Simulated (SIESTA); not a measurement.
# Ru under changes of volume

One of the cells (13.575 Å³/atom); the others are scaled copies at fixed shape and fractional positions:

```
Ru
1.0
     2.70580    0.00000    0.00000
    -1.35290    2.34329    0.00000
     0.00000    0.00000    4.28190
Ru
2
Direct
  0.66667 0.33333 0.75000
  0.33333 0.66667 0.25000
```

- Program: SIESTA 5.4.2
- Functional: PBEsol
- Potentials or basis: PseudoDojo 0.4 standard (PBEsol files)
- Basis: DZP (energy shift 0.003 Ry; two zetas on semicore shells)
- Grid cutoff: 800 Ry
- Energy shift: 0.003 Ry
- k mesh: 11 × 11 × 6
- Occupations: fermi-dirac, width 0.05 eV
- Spin: no spin polarisation

```csv
volume (Å³/atom),energy over the lowest point (meV/atom),pressure (GPa)
12.760,43.67,21.2
13.032,?,?
13.303,1.43,4.5
13.575,0.00,-2.5
13.846,10.05,-8.9
14.118,29.90,-14.2
14.389,58.45,-19.1
```

Question: What does the run at 13.032 Å³/atom give?

Answer: Energy over the lowest point 15.52 meV/atom; pressure 12.5 GPa.

Worked out: A Birch-Murnaghan fit of order 3 (a polynomial in V^(-2/3)) to the other rows has its minimum at 13.47 Å³/atom with B0 = V·E''(V) = 344 GPa and B' = 5.1 at fixed shape and positions, which overstates the stiffness. It gives 15.32 meV/atom at 13.032 Å³/atom, against the run's 15.52, and -dE/dV = 12.3 GPa, against 12.5.

Energies are extrapolated to zero smearing.

Caveats: the basis of atomic orbitals isn't converged, which shifts pressures, moduli and gaps.
